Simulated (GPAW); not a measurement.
Crystal: BAs.

```
B As
1.0
     2.93437    0.00000    0.00000
     0.00000    2.93437    0.00000
     0.00000    0.00000    2.93437
B As
1 1
Direct
  0.50000 0.50000 0.50000
  0.00000 0.00000 0.00000
```

The cell was built by a generator and needn't be a form met in nature.

```yaml
Program: GPAW 26.7.0
Task: relaxation of cell and atoms
Functional: BLYP
Potentials_or_basis: PAW data sets generated in the run's folder for this functional
Cutoff: 800 eV
Basis: pw
k_mesh: 9 × 9 × 9
Occupations: fermi-dirac, width 0.05 eV
Spin: no spin polarisation
```

At the start: pressure 10.5 GPa; volume 12.63 Å³/atom.

Question: Where does the relaxation end?

Answer: Over 4 steps the energy falls by 45.8 meV/atom and the volume is 14.10 Å³/atom (+11.6 %); space group Pm-3m (No. 221, to 0.05 Å).

The path:
| step | energy change (eV) | largest force (eV/Å) | pressure (GPa) | volume (Å³) |
| --- | --- | --- | --- | --- |
| 1 | 0.0000 | 0.0000 | 10.55 | 25.27 |
| 2 | -0.0276 | 0.0000 | 8.56 | 25.72 |
| 3 | -0.0911 | 0.0000 | 0.66 | 27.99 |
| 4 | -0.0916 | 0.0000 | 0.08 | 28.21 |

Final structure:
```yaml
crystal:
  lattice:
    - [3.04404, 0.00000, 0.00000]
    - [0.00000, 3.04404, 0.00000]
    - [0.00000, 0.00000, 3.04404]
  atoms:
    - { symbol: B, position: [0.50000, 0.50000, 0.50000] }
    - { symbol: As, position: [0.00000, 0.00000, 0.00000] }
```

Caveat: later steps reuse the first step's grids.
